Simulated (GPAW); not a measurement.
The system is Te2Mo.

```
Te Mo
1.0
     3.51820    0.00000    0.00000
    -1.75910    3.04685    0.00000
     0.00000    0.00000   13.97360
Te Mo
4 2
Direct
  0.66667 0.33333 0.37900
  0.33333 0.66667 0.87900
  0.66667 0.33333 0.12100
  0.33333 0.66667 0.62100
  0.66667 0.33333 0.75000
  0.33333 0.66667 0.25000
```

* Program: GPAW 26.7.0
* Task: relaxation of cell and atoms
* Functional: revPBE
* Dispersion: D3(BJ)
* Potentials or basis: the program's PAW data sets (release 1.2.1) made for this functional
* Cutoff: 600 eV
* Basis: pw
* k mesh: 5 × 5 × 2
* Occupations: fermi-dirac, width 0.05 eV
* Spin: no spin polarisation

At the start: pressure -2.7 GPa; volume 24.96 Å³/atom.

Question: How do energy, volume and symmetry change on relaxing?

Answer: Over 22 steps the energy falls by 24.6 meV/atom and the volume is 23.00 Å³/atom (-7.9 %); space group P6_3/mmc (No. 194, to 0.05 Å).

The path:
```csv
step,energy change (eV),largest force (eV/Å),pressure (GPa),volume (Å³)
1,0.0000,0.1560,-2.68,149.79
2,-0.0061,0.1612,-2.58,149.48
3,-0.0177,0.1697,-2.39,148.87
4,-0.0334,0.1779,-2.12,147.99
5,-0.0518,0.1813,-1.81,146.88
6,-0.0711,0.1744,-1.48,145.59
7,-0.0896,0.1540,-1.14,144.16
8,-0.1058,0.1195,-0.82,142.66
9,-0.1197,0.0700,-0.48,140.97
10,-0.1294,0.0152,-0.09,139.14
11,-0.1339,0.0291,0.38,137.31
12,-0.1336,0.0557,0.90,135.69
13,-0.1341,0.0538,0.88,135.74
14,-0.1352,0.0502,0.84,135.83
15,-0.1368,0.0450,0.79,135.96
16,-0.1387,0.0387,0.72,136.14
17,-0.1407,0.0315,0.64,136.35
18,-0.1427,0.0240,0.54,136.60
19,-0.1445,0.0165,0.43,136.87
20,-0.1462,0.0087,0.29,137.21
21,-0.1474,0.0012,0.12,137.59
22,-0.1478,0.0057,-0.07,138.02
```

Final structure:
```xyz
6
Lattice="3.4568 0.0000 0.0000 -1.7284 2.9937 0.0000 0.0000 0.0000 13.3373" Properties=species:S:1:pos:R:3 pbc="T T T"
Te    1.7284    0.9979    5.1550
Te    0.0000    1.9958   11.8237
Te    1.7284    0.9979    1.5137
Te    0.0000    1.9958    8.1823
Mo    1.7284    0.9979   10.0030
Mo    0.0000    1.9958    3.3343
```

Caveat: the k mesh is coarse; later steps reuse the first step's grids.
